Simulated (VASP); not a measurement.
A run of VASP 6.6.1 is set up as follows.

File INCAR:

```
SYSTEM = InP
  PREC = Accurate
  ENCUT = 520
  EDIFF = 1E-7
  ISMEAR = -1
  SIGMA = 0.05
  LREAL = .False.
  LASPH = .True.
  NELM = 60
  ALGO = Normal
  ISIF = 2
  LWAVE = .False.
  LCHARG = .True.
  GGA = PE
  LELF = .True.
  LVHAR = .True.
  NBANDS = 16
```

The input KPOINTS:

```
Automatic mesh
0
Gamma
  8 8 8
  0 0 0
```

Contents of POSCAR:

```
InP
1.0
    0.0000000000      2.7688340000      2.7688340000
    2.7688340000      0.0000000000      2.7688340000
    2.7688340000      2.7688340000      0.0000000000
In P
1 1
Direct
    0.0000000000      0.0000000000      0.0000000000
    0.5000000000      0.5000000000      0.5000000000
```

Potentials or basis: VASP PAW PBE potentials, release 64 (In_d, P).

The run is started by

```sh
$ cat potpaw_PBE.64/In_d/POTCAR potpaw_PBE.64/P/POTCAR > POTCAR
$ mpirun -np 1 vasp_std > vasp.out
```

Estimate the band gap on the k mesh.

none (metal or under the smearing width).

Predict the pressure.

-0.1 GPa.
